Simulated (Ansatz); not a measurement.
# 1T-IrSTe monolayer in a perpendicular field, part 2 of 3

Wanted: the out-of-plane response of the 1T-IrSTe monolayer. A positive field points along +c.

Ansatz 0.2.0; plane-wave DFT, PBE-D3(BJ), Ansatz PAW.

So far. Step 2 (Relaxing the slab): The lattice constant a goes from 3.581 to 3.491 Å.

**3. Atoms held, field 0, start network**

A sawtooth potential applies the field, turning back in the middle of the vacuum. With the dipole correction the typed value is the field outside the slab. The induced dipole is small, so the SCF threshold is tight.

The cell differs from the one that the last finished run ended in (c 36.582 → 21.040 Å).

The input, input.yaml:

```yaml
crystal:
  lattice:
    - [3.4914452422, 0.0, 0.0]
    - [-1.7457226211, 3.0236802756, 0.0]
    - [0.0, 0.0, 21.0399392388]
  atoms:
    - { symbol: Te, position: [0.6666666667, 0.3333333333, 0.4277578893] }
    - { symbol: Ir, position: [0.0, 0.0, 0.5185792071] }
    - { symbol: S, position: [0.3333333333, 0.6666666667, 0.5722421107] }
kpoints:
  mp_grid: { grid: [18, 18, 1] }
  band_path:
    path: [[0, 0, 0], [0.5, 0, 0], [0.33333333, 0.33333333, 0], [0, 0, 0]]
    npoints: 16
hamiltonian:
  xc: pbe
  dispersion: d3bj
scf:
  occupations: { method: fermi_dirac, width: 0.05 }
  convergence: { dr2_threshold: 1.0e-10 }
efield:
  axis: 3
  dipole_correction: true
  ramp_position: 0.97
  ramp_width: 0.06
  amplitude: 0
output:
  dos: { projected: true, e_range: [-6, 5] }
  bader: true
  write_potential: true
  write_density: true
  volumetric_format: npy
  elf: true
```

On the command line:

```
$ ansatz run input.yaml --threads 4 --pin off --max-ram 6144MiB --backend cpu --events-out ev --progress --plain --runs-dir out
```

Numbers of over 12 decimals in the logs are rounded to 6 here.

The program printed:

```text
[...]
Crystal: 3 atoms, lattice volume = 222.119 Å³
Basis set: ecut = 420 eV, 4313 PW (Γ)
Bands: 24, of which v1, the nominal top of the filled ones, is band 20 counted from 1 (19 counted from 0)
Symmetry: 6 space group operations
[...]
k-points: 37 of 324 (time reversal used)
[...]
SCF iter   1: F=—  HF=-19818.751990 eV  |F-HF|=—  |Δ(HF+E_count)|=         —  Δρ=3.29e-3  dr2=9.60e-2  ethr=1.77e-3  p=-0.075 e·Å  D=-6.13e-2 V/Å  ΔV_dip=1.29 eV  dr2_dipole=2.60e-2  V_vac-E_F(+/−)=5.27/3.98 eV  ⟨swp⟩=9.7  Hψ=5219  notcnv=0
efield: sawtooth ramp at fractional position 0.9700 (set: `efield.ramp_position`, or a place that a band, a saddle search or an elastic batch's reference lends), width 0.0600; the density the first Hamiltonian is built on has a dipole p = -0.075 e·Å; the dipole correction subtracts the counter field D = -6.13e-2 V/Å, which shifts the + side's vacuum level by +1.29 eV against the − side's; the planar-averaged density in the ramp window peaks in size at 9.6e-6 e/Å³
[...]
SCF iter   2: F=—  HF=-19818.756249 eV  |F-HF|=—  |Δ(HF+E_count)|=   4.26e-3  Δρ=2.66e-3  dr2=4.17e-2  ethr=2.46e-4  p=-0.033 e·Å  D=-2.69e-2 V/Å  ΔV_dip=0.57 eV  dr2_dipole=3.79e-3  V_vac-E_F(+/−)=5.10/4.54 eV  ⟨swp⟩=4.2  Hψ=2066  notcnv=0
[...]
SCF iter  10: F=-19818.747248 eV  HF=-19818.747248 eV  |F-HF|=1.82e-11  |Δ(HF+E_count)|=  1.27e-10  Δρ=8.98e-8  dr2=1.56e-11  ethr=1.00e-12  p=-0.043 e·Å  D=-3.53e-2 V/Å  ΔV_dip=0.74 eV  dr2_dipole=4.05e-13  V_vac-E_F(+/−)=5.06/4.32 eV  ⟨swp⟩=4.4  Hψ=2650  notcnv=0
SCF 1 converged in 10 iterations: F = -19818.747248 eV  dr2 = 1.56e-11
[...]
NSCF: frozen V_eff on 49 k-points
efield: sawtooth ramp at fractional position 0.9700 (kept from the solve that this one continues, or follows in the run), width 0.0600; the density the first Hamiltonian is built on has a dipole p = -0.043 e·Å; the dipole correction subtracts the counter field D = -3.53e-2 V/Å, which shifts the + side's vacuum level by +0.74 eV against the − side's; the planar-averaged density in the ramp window peaks in size at 2.2e-6 e/Å³
WARN: The output density's exchange-correlation potential varies sharply where the density is thin. Do not read a vacuum level from v_tot or v_xc, or from such a field of the output density. On a cell that repeats whose density bears no net charge and no dipole along the vacuum's axis use v_es (v_loc + v_h of the components); under efield.dipole_correction with no amplitude use v_es + v_field, which holds any externa [...]
SCF converged after 10 iterations
Free energy (F): -19818.747248 eV
[...]
Internal energy: -19818.735756 eV  (E = F + TS)
E sigma→0 (E₀):  -19818.741502 eV
Entropy (-TS):   -0.011492 eV (-3.831 meV/atom)
Fermi energy:    0.277850 eV
Dipole field:    D = -0.035266 V/Å  (p = -0.043289 e·Å, saw-weighted, corrected)
Work function:   Φ+ = 5.0624 eV   Φ− = 4.3203 eV
Levels:          The Fermi level and band energies are counted from a zero that moves with the ramp; work functions are not
[...]
--- Band table (eV; the first three rows and the last of 37) ---
  k-point 0: bands = [... 16 lower, -2.3688, -0.1253, 0.9000, 0.9000, 3.4670, 3.4670, 3.6369, 4.7604]
  k-point 1: bands = [... 16 lower, -2.3920, -0.2675, 0.8804, 0.9040, 3.1459, 3.3840, 3.7231, 4.8668]
  k-point 2: bands = [... 16 lower, -2.4485, -0.6236, 0.8194, 0.8947, 2.5081, 3.1851, 3.9377, 5.0962]
  k-point 36: bands = [... 16 lower, -3.4084, -1.4599, -0.9683, -0.5936, 1.0954, 2.6896, 4.3220, 6.9117]
--- Bader charges: 3 sites ---
  site symbol  charge [e]  shift [e]
     0     Te      0.0326     0.0000
     1     Ir      0.1847     0.0080
     2      S     -0.2172     0.0080
  estimated error of the sums over rays = 3.6e-4 e
```

It took 17 s on 4 threads of Intel Xeon Platinum 8259CL at 2.50GHz (Skylake/Cascade Lake), shared host; peak memory 0.68 GiB.

The column dr2 measures how far the density is from self-consistency, as an energy; F and HF (Harris–Foulkes) agree once it is small.

Numbers from this step:

```yaml
energy_at_zero_smearing: -19818.7415 eV
work_function_upper_face: 5.062 eV
work_function_lower_face: 4.320 eV
dipole_along_the_normal: -0.04329 e·Å
step_between_the_vacuum_levels: 0.7420 eV
```

Running mean over a fixed 2.8 Å (it still follows the layers) of the planar mean; the ramp of the sawtooth is left out. Table of electron's electrostatic potential energy less the Fermi level by z:

| z (Å) | electron's electrostatic potential energy less the Fermi level (eV) |
| --- | --- |
| 3.0 | 4.32 |
| 3.5 | 4.32 |
| 4.0 | 4.32 |
| 4.5 | 4.32 |
| 5.0 | 4.31 |
| 5.5 | 4.30 |
| 6.0 | 4.23 |
| 6.5 | 3.93 |
| 7.0 | 2.86 |
| 7.5 | 1.62 |
| 8.0 | 0.619 |
| 8.5 | -0.924 |
| 9.0 | -2.52 |
| 9.5 | -4.90 |
| 10.0 | -6.81 |
| 10.5 | -8.55 |
| 11.0 | -9.27 |
| 11.5 | -8.76 |
| 12.0 | -6.67 |
| 12.5 | -3.34 |
| 13.0 | -0.122 |
| 13.5 | 2.40 |
| 14.0 | 4.22 |
| 14.5 | 4.89 |
| 15.0 | 5.03 |
| 15.5 | 5.05 |
| 16.0 | 5.06 |
| 16.5 | 5.06 |
| 17.0 | 5.06 |
| 17.5 | 5.06 |
| 18.0 | 5.06 |

The density of states has structure finer than the step of the table below, so its rows give means over 0.25 eV, whole bins alone (the curve runs from -6 to 1.99 eV). Peaks (eV: height): -5.420: 7.61, -5.170: 12.4, -4.540: 13.2, -3.330: 8.44, -3.160: 6.67, -2.750: 8.65, 0.620: 9.16.

The density of states by energy, zero at the Fermi level; means over each step:

energy (eV), density of states (states/eV a cell) and a bar:
```
    -5.75        2.3 ##########
    -5.50        5.1 ########################
    -5.25        6.3 ##############################
    -5.00        2.0 #########
    -4.75        0.2 
    -4.50        5.3 #########################
    -4.25        0.8 ###
    -4.00        0.4 #
    -3.75        0.8 ###
    -3.50        2.3 ##########
    -3.25        5.1 ########################
    -3.00        2.6 ############
    -2.75        5.0 ########################
    -2.50        1.4 ######
    -2.25        0.5 #
    -2.00        1.7 #######
    -1.75        3.4 ################
    -1.50        3.1 ##############
    -1.25        2.5 ###########
    -1.00        1.8 ########
    -0.75        2.4 ###########
    -0.50        2.6 ############
    -0.25        1.4 ######
     0.00        1.1 ####
     0.25        1.1 ####
     0.50        2.3 ##########
     0.75        0.6 ##
     1.00        1.2 #####
     1.25        1.4 ######
     1.50        3.3 ###############
     1.75        0.9 ###
```

Projected DOS per atom over height of the atomic layer and energy from the Fermi level. Layers: Te Ir S from below.

Ten even steps from '0' (0.07 states/eV) to '9' (2.50 states/eV), each cell a mean:
```
121
153
021
111
211
110
221
241
140
171
292
000
351
361
671
121
000
242
021
366
387
022
```
Columns: height of the atomic layer (Å) from 9 to 12.0 (not evenly spaced); rows upwards: energy from the Fermi level (eV) from -5.96 to 1.96.

Electronic bands along the path, in eV, zero at the Fermi level:

| point | band 17 | band 18 | band 19 | band 20 | band 21 | band 22 | band 23 | band 24 |
| --- | --- | --- | --- | --- | --- | --- | --- | --- |
| Γ | -2.65 | -0.40 | 0.62 | 0.62 | 3.19 | 3.19 | 3.36 | 4.48 |
| halfway | -2.78 | -1.52 | -0.37 | 0.23 | 1.53 | 2.49 | 4.57 | 5.17 |
| M | -1.94 | -1.72 | -1.27 | -1.17 | 1.65 | 2.35 | 3.71 | 5.17 |
| halfway | -3.08 | -1.75 | -1.48 | -0.56 | 1.06 | 2.12 | 4.13 | 6.44 |
| K | -3.69 | -1.74 | -1.25 | -0.87 | 0.82 | 2.41 | 4.04 | 6.63 |
| halfway | -2.63 | -1.58 | -0.94 | 0.30 | 1.43 | 1.86 | 4.95 | 5.77 |
| Γ | -2.65 | -0.40 | 0.62 | 0.62 | 3.19 | 3.19 | 3.36 | 4.48 |

Electrostatic potential energy in the ca plane at fractional y = 0.000, with atoms of Ir within 0.2 Å of it. With pseudopotentials it is smooth inside the atoms' cores, unlike the true potential.

Ten even steps from '0' (-43 eV) to '9' (5 eV), each cell a mean:
```
99999999999999999840000589999999999999999999
99999999999999999873014799999999999999999999
99999999999999878887778889999999999999999999
99999999999998766889988888999999999999999999
99999999999998656789998888999999999999999999
99999999999998777888888889999999999999999999
99999999999999888886346899999999999999999999
99999999999999999860001699999999999999999999
99999999999999999840000589999999999999999999
```
Columns run along c (16.0 Å, from fractional 0.17 to 0.93 of the cell; values clipped at the 3rd and 97th percentile), rows up along a (3.5 Å). Atoms in or near the plane, at fractional coordinates: Ir at (0.52, 0.00).

ELF in the ca plane at fractional y = 0.000, with atoms of Ir within 0.2 Å of it. It is the smooth field of the valence electrons, not physical close to the nuclei.

Values, 5 rows by 16 columns, each cell a mean:
```
0.00 0.00 0.00 0.00 0.00 0.04 0.16 0.27 0.46 0.55 0.27 0.05 0.00 0.00 0.00 0.00
0.00 0.00 0.00 0.00 0.02 0.21 0.55 0.50 0.31 0.36 0.50 0.26 0.03 0.00 0.00 0.00
0.00 0.00 0.00 0.00 0.03 0.33 0.65 0.50 0.31 0.36 0.64 0.46 0.07 0.00 0.00 0.00
0.00 0.00 0.00 0.00 0.01 0.15 0.45 0.46 0.33 0.39 0.41 0.17 0.02 0.00 0.00 0.00
0.00 0.00 0.00 0.00 0.00 0.02 0.09 0.21 0.51 0.57 0.29 0.04 0.00 0.00 0.00 0.00
```
Columns run along c (16.0 Å, from fractional 0.09 to 0.85 of the cell), rows up along a (3.5 Å). Atoms in or near the plane, at fractional coordinates: Ir at (0.52, 0.00).

Valence density in the ca plane at fractional y = 0.000, with atoms of Ir within 0.2 Å of it. It is the smooth field of the valence electrons, not physical close to the nuclei.

Values in e/Å³, 5 rows by 16 columns, each cell a mean:
```
0.0 0.0 0.0 0.0 0.0 0.1 0.8 5.4 1.4 0.1 0.0 0.0 0.0 0.0 0.0 0.0
0.0 0.0 0.0 0.0 0.1 0.3 0.3 0.6 0.4 0.1 0.0 0.0 0.0 0.0 0.0 0.0
0.0 0.0 0.0 0.0 0.1 0.4 0.3 0.2 0.4 0.2 0.0 0.0 0.0 0.0 0.0 0.0
0.0 0.0 0.0 0.0 0.1 0.3 0.4 1.3 0.5 0.1 0.0 0.0 0.0 0.0 0.0 0.0
0.0 0.0 0.0 0.0 0.0 0.1 1.0 7.0 1.9 0.1 0.0 0.0 0.0 0.0 0.0 0.0
```
Columns run along c (16.0 Å, from fractional 0.17 to 0.93 of the cell), rows up along a (3.5 Å). Atoms in or near the plane, at fractional coordinates: Ir at (0.52, 0.00).

The work function of the upper face is 5.06 eV.

**4. Single point, field 0.1 V/Å**

Changes to input.yaml since step 3:

```diff
@@ -23,8 +23,6 @@
   dipole_correction: true
-  ramp_position: 0.97
-  ramp_width: 0.06
-  amplitude: 0
+  ramp_position: 0.9406
+  ramp_width: 0.1031
+  amplitude: 0.1
 output:
-  dos: { projected: true, e_range: [-6, 5] }
-  bader: true
   write_potential: true
@@ -32,2 +30 @@
   volumetric_format: npy
-  elf: true
```

The program printed:

```text
[...]
Crystal: 3 atoms, lattice volume = 222.119 Å³
Basis set: ecut = 420 eV, 4313 PW (Γ)
Bands: 24, of which v1, the nominal top of the filled ones, is band 20 counted from 1 (19 counted from 0)
Symmetry: 6 space group operations
[...]
k-points: 37 of 324 (time reversal used)
[...]
--- Band table (eV; the first three rows and the last of 37) ---
  k-point 0: bands = [... 16 lower, -2.3664, -0.1117, 0.9033, 0.9033, 3.4688, 3.4688, 3.5060, 4.5345]
  k-point 1: bands = [... 16 lower, -2.3896, -0.2562, 0.8859, 0.9072, 3.1484, 3.3859, 3.5829, 4.6310]
  k-point 2: bands = [... 16 lower, -2.4462, -0.6161, 0.8273, 0.8976, 2.5116, 3.1872, 3.7826, 4.8514]
  k-point 36: bands = [... 16 lower, -3.3989, -1.4569, -0.9697, -0.5927, 1.0981, 2.6911, 4.3132, 6.8792]
[key lines of the parts left out:]
SCF converged after 11 iterations
Free energy (F): -19818.744500 eV
Fermi energy:    0.280874 eV
Dipole field:    D = -0.009503 V/Å  (p = -0.011665 e·Å, saw-weighted, corrected)
```

The job ended after 8.2 s (4 threads; peak memory 0.66 GiB).

The dipole is -0.0117 e·Å, 0.0316 e·Å from its value without field.

**5. Single point, field -0.1 V/Å**

Changes to input.yaml since step 4:

```diff
@@ -25,3 +25,3 @@
   ramp_width: 0.1031
-  amplitude: 0.1
+  amplitude: -0.1
 output:
```

The program printed:

```text
[...]
Crystal: 3 atoms, lattice volume = 222.119 Å³
Basis set: ecut = 420 eV, 4313 PW (Γ)
Bands: 24, of which v1, the nominal top of the filled ones, is band 20 counted from 1 (19 counted from 0)
Symmetry: 6 space group operations
[...]
k-points: 37 of 324 (time reversal used)
[...]
--- Band table (eV; the first three rows and the last of 37) ---
  k-point 0: bands = [... 16 lower, -2.3605, -0.1286, 0.9073, 0.9073, 3.4757, 3.4757, 3.7467, 4.6879]
  k-point 1: bands = [... 16 lower, -2.3837, -0.2685, 0.8855, 0.9114, 3.1540, 3.3927, 3.8426, 4.7436]
  k-point 2: bands = [... 16 lower, -2.4402, -0.6205, 0.8220, 0.9024, 2.5149, 3.1937, 4.0726, 4.9009]
  k-point 36: bands = [... 16 lower, -3.4073, -1.4523, -0.9564, -0.5839, 1.1033, 2.6987, 4.3411, 6.9526]
[key lines of the parts left out:]
SCF converged after 11 iterations
Free energy (F): -19818.753157 eV
Fermi energy:    0.285433 eV
Dipole field:    D = -0.061004 V/Å  (p = -0.074882 e·Å, saw-weighted, corrected)
```

It took 8.5 s on 4 threads; peak memory 0.65 GiB.

The dipole is -0.0749 e·Å, -0.0316 e·Å from its value without field.

**6. Single point, field 0.5 V/Å**

Changes to input.yaml since step 5:

```diff
@@ -23,5 +23,5 @@
   dipole_correction: true
-  ramp_position: 0.9406
-  ramp_width: 0.1031
-  amplitude: -0.1
+  ramp_position: 0.863
+  ramp_width: 0.2584
+  amplitude: 0.5
 output:
```

The program printed:

```text
[...]
Crystal: 3 atoms, lattice volume = 222.119 Å³
Basis set: ecut = 420 eV, 4313 PW (Γ)
Bands: 24, of which v1, the nominal top of the filled ones, is band 20 counted from 1 (19 counted from 0)
Symmetry: 6 space group operations
[...]
k-points: 37 of 324 (time reversal used)
[...]
--- Band table (eV; the first three rows and the last of 37) ---
  k-point 0: bands = [... 16 lower, -2.3914, -0.0935, 0.8819, 0.8819, 2.6596, 3.4422, 3.4422, 3.7907]
  k-point 1: bands = [... 16 lower, -2.4147, -0.2471, 0.8729, 0.8854, 2.7145, 3.1253, 3.3596, 3.8689]
  k-point 2: bands = [... 16 lower, -2.4716, -0.6219, 0.8230, 0.8747, 2.4848, 2.8877, 3.1615, 4.0688]
  k-point 36: bands = [... 16 lower, -3.3954, -1.4790, -1.0094, -0.6233, 1.0744, 2.6616, 4.2409, 6.6850]
[key lines of the parts left out:]
SCF converged after 11 iterations
Free energy (F): -19818.765195 eV
Fermi energy:    0.258473 eV
Dipole field:    D = 0.093948 V/Å  (p = 0.115321 e·Å, saw-weighted, corrected)
```

Elapsed: 8.7 s, on 4 threads; peak memory 0.65 GiB; 33 s of CPU time.

The dipole is 0.115 e·Å, 0.159 e·Å from its value without field.

**7. Single point, field -0.3 V/Å**

Changes to input.yaml since step 6:

```diff
@@ -23,6 +23,8 @@
   dipole_correction: true
-  ramp_position: 0.863
-  ramp_width: 0.2584
-  amplitude: 0.5
+  ramp_position: 0.9372
+  ramp_width: 0.11
+  amplitude: -0.3
 output:
+  dos: { projected: true, e_range: [-6, 5] }
+  bader: true
   write_potential: true
@@ -30 +32,2 @@
   volumetric_format: npy
+  elf: true
```

The program printed:

```text
[...]
Crystal: 3 atoms, lattice volume = 222.119 Å³
Basis set: ecut = 420 eV, 4313 PW (Γ)
Bands: 24, of which v1, the nominal top of the filled ones, is band 20 counted from 1 (19 counted from 0)
Symmetry: 6 space group operations
[...]
k-points: 37 of 324 (time reversal used)
[...]
k-point 2: bands = [... 16 lower, -2.4381, -0.6294, 0.8122, 0.9032, 2.5134, 3.1963, 4.1336, 4.4092]
  k-point 36: bands = [... 16 lower, -3.4195, -1.4518, -0.9469, -0.5790, 1.1047, 2.7021, 4.3639, 6.9589]
--- Bader charges: 3 sites ---
  site symbol  charge [e]  shift [e]
     0     Te      0.0508     0.0000
     1     Ir      0.1831     0.0080
     2      S     -0.2339     0.0080
  estimated error of the sums over rays = 3.7e-4 e
[key lines of the parts left out:]
SCF converged after 11 iterations
Free energy (F): -19818.774451 eV
Fermi energy:    0.285996 eV
Dipole field:    D = -0.112467 V/Å  (p = -0.138054 e·Å, saw-weighted, corrected)
```

Wall time 17 s (4 threads); peak memory 0.66 GiB; 66 s of CPU time.

The dipole is -0.138 e·Å, -0.0948 e·Å from its value without field.

**8. Response, atoms held**

This step: plane-wave DFT, PBE-D3(BJ), Ansatz PAW; response to a field along the normal, atoms held (Ansatz 0.2.0).

The dipoles give the slope, and the difference of two potentials shows where the field is screened.

Numbers from this step:

| Property | Result |
| --- | --- |
| equivalent conductor thickness p/(ε₀AE) | 5.418 Å |
| distance between the outer atoms | 3.040 Å |

Table of dipole of the cell by applied field:

| applied field (V/Å) | dipole of the cell (e·Å) |
| --- | --- |
| -0.300 | -0.138 |
| -0.100 | -0.0749 |
| 0.000 | -0.0433 |
| 0.100 | -0.0117 |
| 0.500 | 0.115 |

Local field over the applied field, running mean. From the potentials at -0.1 and 0.1 V/Å; running mean over 2.5 Å. Table of local field over applied field by z:

| z (Å) | local field over applied field |
| --- | --- |
| 4.09 | 0.999 |
| 4.38 | 0.998 |
| 4.82 | 0.994 |
| 5.11 | 0.989 |
| 5.55 | 0.973 |
| 5.84 | 0.953 |
| 6.14 | 0.920 |
| 6.57 | 0.836 |
| 6.87 | 0.756 |
| 7.16 | 0.660 |
| 7.60 | 0.506 |
| 7.89 | 0.401 |
| 8.33 | 0.252 |
| 8.62 | 0.165 |
| 8.91 | 0.0952 |
| 9.35 | 0.0341 |
| 9.64 | 0.0160 |
| 9.94 | 0.00958 |
| 10.37 | 0.00993 |
| 10.67 | 0.0176 |
| 11.10 | 0.0432 |
| 11.40 | 0.0702 |
| 11.69 | 0.111 |
| 12.13 | 0.211 |
| 12.42 | 0.296 |
| 12.71 | 0.393 |
| 13.15 | 0.546 |
| 13.44 | 0.646 |
| 13.88 | 0.786 |
| 14.17 | 0.862 |
| 14.46 | 0.917 |
| 14.90 | 0.964 |
| 15.20 | 0.980 |
| 15.49 | 0.989 |
| 15.93 | 0.996 |
| 16.22 | 0.998 |
| 16.66 | 0.999 |
| 16.95 | 1.000 |

Electrons, planar mean, per unit field. The induced electron density by z:

| z (Å) | induced electron density (e/Å³ per V/Å) |
| --- | --- |
| 4.09 | 5.5e-6 |
| 4.53 | 1.5e-5 |
| 4.97 | 3.8e-5 |
| 5.41 | 9.6e-5 |
| 5.84 | 2.3e-4 |
| 6.28 | 5.3e-4 |
| 6.72 | 0.00115 |
| 7.16 | 0.00224 |
| 7.60 | 0.00339 |
| 8.04 | 0.00299 |
| 8.47 | 0.00104 |
| 8.91 | 6.9e-4 |
| 9.35 | 3.9e-4 |
| 9.79 | 8.0e-5 |
| 10.23 | -4.9e-4 |
| 10.81 | -5.3e-4 |
| 11.25 | 2.5e-4 |
| 11.69 | -7.7e-4 |
| 12.13 | -7.6e-4 |
| 12.57 | -0.00234 |
| 13.00 | -0.00362 |
| 13.44 | -0.00253 |
| 13.88 | -0.00125 |
| 14.32 | -5.4e-4 |
| 14.76 | -2.2e-4 |
| 15.20 | -8.8e-5 |
| 15.63 | -3.3e-5 |
| 16.07 | -1.3e-5 |
| 16.51 | -4.7e-6 |
| 16.95 | -1.8e-6 |

By hand: between -0.1 and 0.1 V/Å the dipole changes by 0.06322 e·Å, a slope of 0.3161 e·Å²/V. A perfect conductor of thickness t has p = ε₀AEt, so t = 180.95 × 0.3161 / 10.557 = 5.42 Å (e/ε₀ = 180.95 V·Å, A in Å²).

The induced dipole is that of a conductor 5.42 Å thick.

[end of part 2 of 3]

[Logs are printed without paths, hosts, clocks, repeated set-up lines and the standing remarks that a program may print on its own settings, such as how far it seeks lower states.]

[Hosts, paths, dates, database ids (printed as entryN), source tags and the programs' standing remarks are cut or masked in the printed files.]

[Maps of the electrostatic potential energy from Ansatz leave out the sawtooth potential of an applied field or a dipole correction, so their vacuum need not be flat; planar profiles and work functions include it.]

[The density of states shown here was stored with 400 of the rows of the run's finer table, so its peaks can read low, often by over a quarter, or be missed, and its means over a window can be off by a tenth or more.]
